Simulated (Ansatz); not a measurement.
# WS2 (1T monolayer type, one sheet): the dielectric function from several functionals, part 1 of 2

How does WS2 (1T monolayer type, one sheet) absorb light if electrons and holes don't interact? The runs, in order: optics with PBE on 12×12×1; optics with r2SCAN on 12×12×1; optics with LDA on 12×12×1.

Program: Ansatz 0.2.0. Level of theory: plane waves, PAW; no local fields, no excitons. These are calculated values, not measurements.

3 further runs of the same task are left out: 3 that didn't finish.

### Step 1. Starting point

It takes space group P-3m1 (No. 164, trigonal). Conventional cell: a = 3.232 Å, b = 3.232 Å, c = 30.345 Å, α = 90.00°, β = 90.00°, γ = 120.00°. W (site symmetry -3m) has 6 S at 2.42 Å as nearest neighbours. Around S (site symmetry 3m) lie 3 W at 2.42 Å.

As a file:

```xyz
3
Lattice="3.2319 0.0000 0.0000 -1.6159 2.7989 0.0000 0.0000 0.0000 30.3448" Properties=species:S:1:pos:R:3 pbc="T T T"
W     0.0000    0.0000    9.0000
S     0.0000    1.8659   10.5422
S     1.6159    0.9330    7.4578
```

The cell was relaxed beforehand with r2SCAN; those runs aren't shown. No spin polarisation is used; should the compound be magnetic, its bands and low-energy spectrum would differ. The cell holds one sheet and vacuum, and is periodic in the plane alone; ε, where given, is a mean over the whole height of the cell, so ε₂ and ε₁ − 1 scale inversely with that height and aren't the sheet's own values. No run includes spin-orbit coupling, which matters for W.

### Step 2. Optics, PBE

Contents of input.yaml:

```yaml
crystal:
  lattice:
    - [3.2318837432, 0.0, 0.0]
    - [-1.6159418716, 2.7988934237, 0.0]
    - [0.0, 0.0, 30.3448279144]
  atoms:
    - { symbol: W, position: [0.0, 0.0, 0.2965909059] }
    - { symbol: S, position: [0.3333333333, 0.6666666667, 0.3474124333] }
    - { symbol: S, position: [0.6666666667, 0.3333333333, 0.2457693785] }
  periodic: [true, true, false]
kpoints:
  mp_grid: { grid: [12, 12, 1] }
hamiltonian:
  xc: pbe
scf:
  occupations: { method: fermi_dirac, width: 0.02 }
output:
  optics: { e_range: [0, 12], de: 0.05, sigma: 0.1, bands: auto }
```

The run is started by

```console
> ansatz run input.yaml --threads 4 --pin off --max-ram 5529MiB --backend cpu --events-out ev --progress --plain --runs-dir out
```

Log:

```text
Warning: RAYON_NUM_THREADS=4 ignored (pool sized by the plan → 4); use --threads N
Engine: ansatz 0.2.0, aarch64-unknown-linux-gnu
Pseudopotentials: kind: paw
Pseudopotential: W, paw, valence charge 14, recommended cutoff 420 eV (normal), W.paw.azcp
Pseudopotential: S, paw, valence charge 6, recommended cutoff 420 eV (normal), S.paw.azcp
Functional definition: PBE
  parameter kappa = 0.804
  parameter beta = 0.06672455060314922
  exchange = pbe_x(kappa = kappa, mu = beta*pi^2/3)
  correlation = pbe_c(beta = beta)
Crystal: 3 atoms, lattice volume = 274.490 Å³
Basis set: ecut = 420 eV, 5477 PW (Γ)
Bands: 17, of which v1, the nominal top of the filled ones, is band 13 counted from 1 (12 counted from 0)
Symmetry: 12 space group operations
Space group: P-3m1 (ITA 164), of the structure as read, at distance tolerance 6.5e-5 Å
k-points: 19 of 144
Non-local potential: W, projectors of the file, l = 0: 3, l = 1: 2, l = 2: 2, l = 3: 1
Non-local potential: S, projectors of the file, l = 0: 2, l = 1: 2, l = 2: 2
PAW form: soft (Blöchl's): semilocal exchange-correlation on the pseudo side does not see the compensation charge
PAW one-centre angular grid: W, 590 points (default); XC on 64 Gauss nodes
PAW one-centre angular grid: S, 110 points (default); XC on 64 Gauss nodes
Initial density: superposition of atomic densities (neutral atoms: chi_scale 0, normalization atom), corrected by the library's trained network
Initial wavefunctions: pseudopotential atomic-orbital guess
Functional: x = pbe(κ = 0.804, μ = 0.2195149727645171), c = pbe(β = 0.06672455060314922)
SCF iter   1: F=—  HF=-12190.525411 eV  |F-HF|=—  |Δ(HF+E_count)|=         —  Δρ=2.06e-3  dr2=1.12e-2  ethr=1.77e-3  ⟨swp⟩=15.2  Hψ=3282  notcnv=0
preconditioner: auto → LDOS  [metal: Δε(μ)=0.057 eV  Ē_g=8.460 eV  σ=0.020 eV  W_gap=0.49  n_scr=16 (ndim 8)  ℏωp=9.5 eV  f_vac=0.770  D(μ)=3.34/eV (n_scr^D=14)  β→1.0]
SCF iter   2: F=—  HF=-12190.525549 eV  |F-HF|=—  |Δ(HF+E_count)|=   1.38e-4  Δρ=8.50e-4  dr2=1.96e-3  ethr=4.32e-5  ⟨swp⟩=4.2  Hψ=1108  notcnv=0  defer=1
SCF iter   3: F=—  HF=-12190.525332 eV  |F-HF|=—  |Δ(HF+E_count)|=   2.17e-4  Δρ=1.71e-4  dr2=8.23e-5  ethr=7.55e-6  ⟨swp⟩=3.7  Hψ=798  notcnv=0  defer=1
SCF iter   4: F=—  HF=-12190.525370 eV  |F-HF|=—  |Δ(HF+E_count)|=   3.80e-5  Δρ=5.83e-5  dr2=1.24e-5  ethr=3.16e-7  ⟨swp⟩=3.6  Hψ=759  notcnv=0  defer=1
SCF iter   5: F=—  HF=-12190.525371 eV  |F-HF|=—  |Δ(HF+E_count)|=   1.07e-6  Δρ=1.54e-5  dr2=6.36e-7  ethr=4.78e-8  ⟨swp⟩=2.8  Hψ=609  notcnv=0  defer=1
SCF iter   6: F=—  HF=-12190.525363 eV  |F-HF|=—  |Δ(HF+E_count)|=   7.79e-6  Δρ=5.32e-6  dr2=2.39e-7  ethr=2.45e-9  ⟨swp⟩=3.6  Hψ=744  notcnv=0  defer=1
SCF iter   7: F=—  HF=-12190.525363 eV  |F-HF|=—  |Δ(HF+E_count)|=   7.00e-8  Δρ=1.92e-6  dr2=2.59e-8  ethr=9.18e-10  ⟨swp⟩=2.4  Hψ=495  notcnv=0  defer=1
SCF iter   8: F=—  HF=-12190.525363 eV  |F-HF|=—  |Δ(HF+E_count)|=   1.98e-8  Δρ=2.70e-7  dr2=2.39e-10  ethr=9.96e-11  ⟨swp⟩=2.8  Hψ=605  notcnv=0  defer=1
SCF iter   9: F=—  HF=-12190.525363 eV  |F-HF|=—  |Δ(HF+E_count)|=  2.18e-10  Δρ=4.31e-8  dr2=1.01e-11  ethr=1.00e-12  ⟨swp⟩=4.0  Hψ=845  notcnv=0  defer=1
SCF iter  10: F=-12190.525363 eV  HF=-12190.525363 eV  |F-HF|=1.82e-11  |Δ(HF+E_count)|=  2.18e-11  Δρ=5.57e-9  dr2=6.70e-14  ethr=1.00e-12  ⟨swp⟩=4.9  Hψ=1113  notcnv=0
SCF 1 converged in 10 iterations: F = -12190.525363 eV  dr2 = 6.70e-14
NSCF: frozen V_eff on 19 k-points
Optics k sum: 0 of 19 k-points
[...]
WARN: output.optics: on 11 of the rows wanted, those up to 24.061 eV, the energy-loss function is not bounded in the bands left out, and is left empty along some axis. In full: what the bands over the 129 summed would add to eps1, eps2 and the energy-loss function is held between a lower and an upper bound (3 Lanczos steps). eps1, eps2 and their loss function (loss_summed_bands) are given on every row as the summed bands alone make them. Along an axis, on a row where the two bounds hold the loss function to about 1 % of the greater of itself and 0.5 % of |1/eps|, its cell (loss_completed) is given, with the completed eps1 and eps2 that it is formed of (a cell that is left empty reads nan in the table and null in the record). The two bounds hold it so along every axis on 229 of the 240 rows up to 12.000 eV; on the other 11, the lowest at 0.050 eV, those cells are left empty along some axis; the steps ended with no row wanted left that a further step could bound, as where the summed bands' own error is too great, or, of a sum inside the cells of its k-points, where these part, or are assumed to part, too far in what the bands left out add (a denser output.optics.nscf_kmesh narrows that). The run works to bound the rows up to 24.061 eV and no higher ones: a peak of the loss function over that energy may be left empty with no warning. To have the run work for it, set output.optics.bands.spectra_wanted_up_to to a higher energy. perfect_screening_sum, loss_f_sum_n_eff and, beside carriers, perfect_screening_limit are those of loss_summed_bands: over the bounded function the two sums would run over rows that are not all bounded, and lack what the bands left out lay past the top of the energy grid. Bounded is said of the bands left out alone, which are those that the basis at basis.ecutwfc holds: it says nothing of that cutoff, of the k-point mesh, of what the sum inside its cells errs by (eps2_relative_error), of the factors of all_electron_strengths, nor of how far the SCF is converged. The bands left out are taken at the k-points, and what their mean over the points' cells stands off that by is in neither bound: the run's estimate of it, which the test of a row counts in, is 0.03 % of |eps| at the most among the values given; where the mean stood off by over 0.5 % the points' spread read 0.1 to 3 times that
SCF converged after 10 iterations
Free energy (F): -12190.525363 eV
Harris-Foulkes:  -12190.525363 eV  (|F-HF|=1.82e-11)
Internal energy: -12190.520962 eV  (E = F + TS)
E sigma→0 (E₀):  -12190.523163 eV
Entropy (-TS):   -0.004401 eV (-1.467 meV/atom)
Fermi energy:    -4.896323 eV
--- Per-component energies (eV) ---
  E_band       = -623.252130
  E_kinetic    = 665.096467
  E_local      = -43307.415549  (includes V_loc(G=0)·N_el)
  E_nonlocal   = 57.573301
  E_hartree    = 21255.206230
  E_xc         = -461.274965
  E_vxc        = -413.824547  (∫ρ·V_xc dr)
  E_paw        = -9763.144377  (= ΣΔE_a)
  E_vpaw       = -135.094196  (= ΣTr[D̂ρ^β])
  E_aug_tail   = -0.000057  (compensation charges beyond the density's cutoff)
  E_ewald      = 19363.437989
  E_smearing   = -0.004401  (= −TS)
  E_closure    = -0.000000  (closes the sum)
  Σ components = -12190.525363   (vs F -12190.525363, Δ=0.00e0)
--- Band table (eV; the first three rows and the last of 19) ---
  k-point 0: bands = ["-79.8242", "-44.0303", "-44.0303", "-43.9702", "-20.3436", "-18.7676", "-11.9166", "-9.2765", "-9.2765", "-8.0161", "-5.7801", "-5.7801", "-5.5738", "-5.5689", "-5.5689", "-1.4167", "-1.4167"]
  k-point 1: bands = ["-79.8233", "-44.0498", "-44.0348", "-43.9667", "-20.2273", "-18.7437", "-11.7764", "-9.6461", "-9.2110", "-7.7194", "-6.7558", "-6.4036", "-5.7036", "-4.9407", "-4.9406", "-1.7827", "-1.4676"]
  k-point 2: bands = ["-79.8208", "-44.1029", "-44.0473", "-43.9570", "-19.8954", "-18.6760", "-11.3865", "-10.2065", "-9.0706", "-8.2035", "-7.3324", "-6.9646", "-5.9344", "-4.4952", "-4.3670", "-2.2193", "-1.5072"]
  k-point 18: bands = ["-79.8089", "-44.2295", "-44.2295", "-43.9106", "-18.0445", "-18.0445", "-10.9908", "-10.8572", "-10.8572", "-9.0501", "-9.0501", "-8.8654", "-4.2375", "-4.1498", "-4.1498", "-1.2435", "-1.2435"]
  the weakly bound empty levels are not read free of the cell's end (no_gap_told)
```

Run time: 47 s. Hardware: 4 threads of Arm Neoverse V2, shared host; peak memory 1.4 GiB.

From the head of optics.tsv:

```
# eps2_relative_error = 0.0009
# drude_weight_relative_error = 0.0088
# drude_damping_ev = 0e0
# drude_plasma_energy_squared_ev2(xx yy zz xy xz yz) = 3.223570 3.223570 0.000000 0.000000 0.000000 0.000000
# drude_plasma_energy_ev(xx yy zz) = 1.795430 1.795430 0.000000
# f_sum_n_eff(xx yy zz) = 22.728518 22.728518 22.796275 of n_electrons = 26.000000
# n_bands = 129
# n_bands_set_by = photon_energy
# valid_up_to_ev = 33.330277
```

The dielectric function from optics.tsv (yy equals xx), one row in 8 (narrow peaks fall between the rows):

```
E (eV)  ε₂ xx  ε₂ zz     ε₁ xx  ε₁ zz
  0.05   2.71   0.00  -1270.00   2.45
  0.45  13.06   0.01     -8.47   2.47
  0.85  10.88   0.03      1.55   2.48
  1.25   4.19   0.03     -5.51   2.49
  1.65   1.38   0.03     -1.25   2.56
  2.05   1.10   0.04      0.34   2.64
  2.45   1.27   0.08      0.97   2.79
  2.85   0.97   0.31      1.26   2.99
  3.25   0.96   0.46      1.78   2.95
  3.65   1.34   0.55      1.80   2.92
  4.05   0.90   0.47      1.82   3.15
  4.45   1.30   1.32      2.62   3.88
  4.85   1.46   1.93      2.96   3.36
  5.25   2.97   2.64      0.99   2.47
  5.65   1.93   1.59      1.07   2.20
  6.05   1.86   2.82      1.19   1.96
  6.45   2.44   2.07      0.74   1.17
  6.85   1.83   1.58      0.24   1.12
  7.25   1.07   1.25      0.33   1.65
  7.65   1.08   1.31      0.12   1.41
  8.05   0.68   0.99      0.42   2.36
  8.45   0.82   3.02      0.87   3.53
  8.85   0.97   3.29      0.73   1.30
  9.25   1.00   3.74      0.52  -0.19
  9.65   0.82   2.03      0.55  -1.27
 10.05   0.84   1.10      0.70  -0.62
 10.45   0.84   0.78      0.60  -0.36
 10.85   0.76   0.60      0.70  -0.02
 11.25   0.86   0.55      0.66   0.16
 11.65   0.70   0.54      0.46   0.20
```

Tallest peaks of ε₂ (mean of the periodic axes): 15.0 at 0.35 eV, 13.5 at 1.00 eV, 3.7 at 5.10 eV.

### Step 3. Optics, r2SCAN

input.yaml, as its differences from that of step 2:

```diff
@@ -13,3 +13,3 @@
 hamiltonian:
-  xc: pbe
+  xc: r2scan
 scf:
```

The run is started by

```console
> ansatz run input.yaml --threads 4 --pin off --max-ram 5529MiB --backend cpu --events-out ev --progress --plain --runs-dir out
```

Log:

```text
Warning: RAYON_NUM_THREADS=4 ignored (pool sized by the plan → 4); use --threads N
[... 2 set-up lines as earlier in the session ...]
Pseudopotential: W, paw, valence charge 14, recommended cutoff 500 eV (meta_gga), W.paw.azcp
Pseudopotential: S, paw, valence charge 6, recommended cutoff 500 eV (meta_gga), S.paw.azcp
Functional definition: r2SCAN
  parameter k0 = 0.174
  parameter k1 = 0.065
  parameter a1 = 4.9479
  exchange = r2scan_x(k0 = k0, k1 = k1, a1 = a1)
  correlation = r2scan_c
Crystal: 3 atoms, lattice volume = 274.490 Å³
Basis set: ecut = 500 eV, 6933 PW (Γ), exchange–correlation on 96×96×900 points (64 copies of the dense FFT grid, shifted against one another)
Bands: 17, of which v1, the nominal top of the filled ones, is band 13 counted from 1 (12 counted from 0)
[... 2 set-up lines as earlier in the session ...]
k-points: 19 of 144
[... 3 set-up lines as earlier in the session ...]
PAW frozen core: W, regenerated for the run's functional (the file was generated under x = pbe(κ = 0.804, μ = 0.2195149727645171), c = pbe(β = 0.06672455060314922))
PAW frozen core: S, regenerated for the run's functional (the file was generated under x = pbe(κ = 0.804, μ = 0.2195149727645171), c = pbe(β = 0.06672455060314922))
PAW one-centre angular grid: W, 590 points (default); XC on 160 Gauss nodes
PAW one-centre angular grid: S, 302 points (default); XC on 160 Gauss nodes
[... 2 set-up lines as earlier in the session ...]
Functional: x = r2scan, c = r2scan; τ floored in thin density (d = 2e-4 eV/Å³)
SCF iter   1: F=—  HF=-12210.587150 eV  |F-HF|=—  |Δ(HF+E_count)|=         —  Δρ=3.07e-3  dr2=2.22e-2  dr2_τ=7.24e-2  ethr=1.77e-3  ⟨swp⟩=15.6  Hψ=3307  notcnv=0
preconditioner: auto → LDOS  [insulator: Δε(μ)=0.081 eV  Ē_g=8.914 eV  σ=0.020 eV  W_gap=0.60  n_scr=16 (ndim 8)  ℏωp=9.5 eV  f_vac=0.770  D(μ)=2.98/eV (n_scr^D=12)  ε∞_Penn≈2.1  β→1.0]
SCF iter   2: F=—  HF=-12210.636865 eV  |F-HF|=—  |Δ(HF+E_count)|=   4.97e-2  Δρ=1.32e-3  dr2=4.58e-3  dr2_τ=4.57e-4  ethr=8.54e-5  ⟨swp⟩=4.1  Hψ=1075  notcnv=0  defer=1
SCF iter   3: F=—  HF=-12210.637852 eV  |F-HF|=—  |Δ(HF+E_count)|=   9.87e-4  Δρ=4.05e-4  dr2=1.09e-3  dr2_τ=1.52e-5  ethr=1.76e-5  ⟨swp⟩=3.0  Hψ=748  notcnv=0  defer=1
SCF iter   4: F=—  HF=-12210.638151 eV  |F-HF|=—  |Δ(HF+E_count)|=   2.99e-4  Δρ=1.69e-4  dr2=7.97e-5  dr2_τ=7.78e-6  ethr=4.21e-6  ⟨swp⟩=3.1  Hψ=707  notcnv=0  defer=1
SCF iter   5: F=—  HF=-12210.638216 eV  |F-HF|=—  |Δ(HF+E_count)|=   6.50e-5  Δρ=4.58e-5  dr2=7.67e-6  dr2_τ=6.63e-7  ethr=3.07e-7  ⟨swp⟩=3.7  Hψ=772  notcnv=0  defer=1
SCF iter   6: F=—  HF=-12210.638218 eV  |F-HF|=—  |Δ(HF+E_count)|=   1.79e-6  Δρ=9.16e-6  dr2=3.09e-7  dr2_τ=8.38e-9  ethr=2.95e-8  ⟨swp⟩=2.8  Hψ=627  notcnv=0  defer=1
SCF iter   7: F=—  HF=-12210.638209 eV  |F-HF|=—  |Δ(HF+E_count)|=   8.74e-6  Δρ=2.00e-6  dr2=2.05e-8  dr2_τ=1.15e-9  ethr=1.19e-9  ⟨swp⟩=3.8  Hψ=801  notcnv=0  defer=1
SCF iter   8: F=—  HF=-12210.638209 eV  |F-HF|=—  |Δ(HF+E_count)|=   3.88e-9  Δρ=5.58e-7  dr2=8.15e-10  dr2_τ=1.50e-10  ethr=7.87e-11  ⟨swp⟩=3.4  Hψ=696  notcnv=0  defer=1
SCF iter   9: F=—  HF=-12210.638209 eV  |F-HF|=—  |Δ(HF+E_count)|=   3.17e-9  Δρ=1.67e-7  dr2=1.33e-10  dr2_τ=2.37e-12  ethr=3.13e-12  ⟨swp⟩=3.8  Hψ=775  notcnv=0  defer=1
SCF iter  10: F=-12210.638209 eV  HF=-12210.638209 eV  |F-HF|=5.64e-11  |Δ(HF+E_count)|=  2.95e-10  Δρ=3.20e-8  dr2=2.22e-12  dr2_τ=1.52e-13  ethr=1.00e-12  ⟨swp⟩=5.1  Hψ=1573  notcnv=0
SCF 1 converged in 10 iterations: F = -12210.638209 eV  dr2 = 2.22e-12
NSCF: frozen V_eff on 19 k-points
Optics k sum: 0 of 19 k-points
[...]
WARN: output.optics: on 13 of the rows wanted, those up to 24.061 eV, the energy-loss function is not bounded in the bands left out, and is left empty along some axis. In full: what the bands over the 128 summed would add to eps1, eps2 and the energy-loss function is held between a lower and an upper bound (4 Lanczos steps). eps1, eps2 and their loss function (loss_summed_bands) are given on every row as the summed bands alone make them. Along an axis, on a row where the two bounds hold the loss function to about 1 % of the greater of itself and 0.5 % of |1/eps|, its cell (loss_completed) is given, with the completed eps1 and eps2 that it is formed of (a cell that is left empty reads nan in the table and null in the record). The two bounds hold it so along every axis on 227 of the 240 rows up to 12.000 eV; on the other 13, the lowest at 0.050 eV, those cells are left empty along some axis; the steps ended with no row wanted left that a further step could bound, as where the summed bands' own error is too great, or, of a sum inside the cells of its k-points, where these part, or are assumed to part, too far in what the bands left out add (a denser output.optics.nscf_kmesh narrows that). The run works to bound the rows up to 24.061 eV and no higher ones: a peak of the loss function over that energy may be left empty with no warning. To have the run work for it, set output.optics.bands.spectra_wanted_up_to to a higher energy. perfect_screening_sum, loss_f_sum_n_eff and, beside carriers, perfect_screening_limit are those of loss_summed_bands: over the bounded function the two sums would run over rows that are not all bounded, and lack what the bands left out lay past the top of the energy grid. Bounded is said of the bands left out alone, which are those that the basis at basis.ecutwfc holds: it says nothing of that cutoff, of the k-point mesh, of what the sum inside its cells errs by (eps2_relative_error), of the factors of all_electron_strengths, nor of how far the SCF is converged. The bands left out are taken at the k-points, and what their mean over the points' cells stands off that by is in neither bound: the run's estimate of it, which the test of a row counts in, is 0.04 % of |eps| at the most among the values given; where the mean stood off by over 0.5 % the points' spread read 0.1 to 3 times that
SCF converged after 10 iterations
Free energy (F): -12210.638209 eV
Harris-Foulkes:  -12210.638209 eV  (|F-HF|=5.64e-11)
Internal energy: -12210.634652 eV  (E = F + TS)
E sigma→0 (E₀):  -12210.636430 eV
Entropy (-TS):   -0.003558 eV (-1.186 meV/atom)
Fermi energy:    -5.010750 eV
--- Per-component energies (eV) ---
  E_band       = -644.562407
  E_kinetic    = 665.373458
  E_local      = -43306.281321  (includes V_loc(G=0)·N_el)
  E_nonlocal   = 58.027797
  E_hartree    = 21254.134454
  E_xc         = -432.289662
  E_vxc        = -448.877523  (∫ρ·V_xc dr)
  E_paw        = -9812.229837  (= ΣΔE_a)
  E_vpaw       = -143.618687  (= ΣTr[D̂ρ^β])
  E_aug_tail   = -0.000047  (compensation charges beyond the density's cutoff)
  E_vtau       = 22.544955  (kinetic-family band-sum trace: ∫τ·v_τ [+ j·A + Jᵃ·Aᵃ] dr)
  E_ewald      = 19363.437989
  E_core_change = -0.807482  (= ΣΔE_core)
  E_smearing   = -0.003558  (= −TS)
  E_closure    = 0.000000  (closes the sum)
  Σ components = -12210.638209   (vs F -12210.638209, Δ=0.00e0)
--- Band table (eV; the first three rows and the last of 19) ---
  k-point 0: bands = ["-81.9570", "-45.5149", "-45.5149", "-45.4591", "-21.2377", "-19.5962", "-12.3440", "-9.6492", "-9.6492", "-8.3572", "-5.9564", "-5.9564", "-5.8108", "-5.8108", "-5.7116", "-1.3818", "-1.3818"]
  k-point 1: bands = ["-81.9560", "-45.5356", "-45.5197", "-45.4552", "-21.1168", "-19.5720", "-12.1996", "-10.0337", "-9.5835", "-8.0448", "-7.0107", "-6.6464", "-5.8602", "-5.1141", "-5.0801", "-1.7282", "-1.4362"]
  k-point 2: bands = ["-81.9533", "-45.5918", "-45.5329", "-45.4446", "-20.7721", "-19.5035", "-11.7979", "-10.6129", "-9.4442", "-8.5090", "-7.6441", "-7.2399", "-6.0970", "-4.5839", "-4.5016", "-2.1472", "-1.4819"]
  k-point 18: bands = ["-81.9401", "-45.7258", "-45.7258", "-45.3938", "-18.8570", "-18.8570", "-11.4175", "-11.2622", "-11.2622", "-9.4268", "-9.4268", "-9.2284", "-4.2803", "-4.2244", "-4.2244", "-1.1840", "-1.1840"]
  the weakly bound empty levels are not read free of the cell's end (no_gap_told)
```

Run time: 79 s. Hardware: 4 threads of Arm Neoverse V2, shared host; peak memory 1.8 GiB.

From the head of optics.tsv:

```
# eps2_relative_error = 0.0010
# drude_weight_relative_error = 0.0075
# drude_damping_ev = 0e0
# drude_plasma_energy_squared_ev2(xx yy zz xy xz yz) = 3.507472 3.507472 0.000000 0.000000 0.000000 0.000000
# drude_plasma_energy_ev(xx yy zz) = 1.872825 1.872825 0.000000
# f_sum_n_eff(xx yy zz) = 23.634504 23.634504 23.727715 of n_electrons = 26.000000
# n_bands = 128
# n_bands_set_by = photon_energy
# valid_up_to_ev = 34.004207
```

The dielectric function from optics.tsv (yy equals xx), one row in 15 (narrow peaks fall between the rows):

```csv
E (eV),ε₂ xx,ε₂ zz,ε₁ xx,ε₁ zz
0.05,1.99,0.00,-1386.60,2.33
0.80,9.28,0.02,1.06,2.36
1.55,1.66,0.02,-2.60,2.41
2.30,0.91,0.04,0.56,2.55
3.05,0.83,0.28,1.27,2.85
3.80,1.20,0.49,1.75,2.77
4.55,0.82,0.65,2.15,3.59
5.30,2.09,2.09,3.43,3.00
6.05,1.84,1.47,1.22,2.45
6.80,2.35,1.89,0.79,1.10
7.55,1.13,1.02,0.00,1.23
8.30,0.83,0.86,0.38,1.67
9.05,0.70,2.69,0.95,2.66
9.80,0.88,2.82,0.71,-0.21
10.55,0.81,1.24,0.75,-0.70
11.30,0.74,0.62,0.64,-0.12
```

Tallest peaks of ε₂ (mean of the periodic axes): 13.2 at 0.40 eV, 13.9 at 1.00 eV, 3.5 at 5.45 eV.

(Continued in part 2 of 2.)
